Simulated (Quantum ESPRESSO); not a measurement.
KF (Carobbiite):

```
CELL_PARAMETERS angstrom
0.00000 2.67185 2.67185
2.67185 0.00000 2.67185
2.67185 2.67185 0.00000
ATOMIC_POSITIONS crystal
K 0.00000 0.00000 0.00000
F 0.50000 0.50000 0.50000
```

Program: Quantum ESPRESSO 7.5. Alike in all runs: task band structure; no spin polarisation; cell as given; smearing fermi-dirac 0.05 eV.

Order these runs on this cell by their band gap on the k mesh, lowest first.
A. level r2SCAN; potentials or basis SG15 PBE 1.2; k mesh 7 × 7 × 7; cutoff (eV) 1197; symmetry off; SCF threshold 1e-08 Ry
B. level LDA; potentials or basis GBRV 1.5 LDA; k mesh 9 × 9 × 9; cutoff (eV) 612; SCF threshold 4e-10 Ry; form of the LDA correlation PZ81
C. level PBEsol; potentials or basis GBRV 1.5 PBEsol; k mesh 9 × 9 × 9; cutoff (eV) 612; SCF threshold 4e-10 Ry

B (5.79 eV), C (6.04 eV), A (6.81 eV).

Runs at the PBE level aren't shown here.
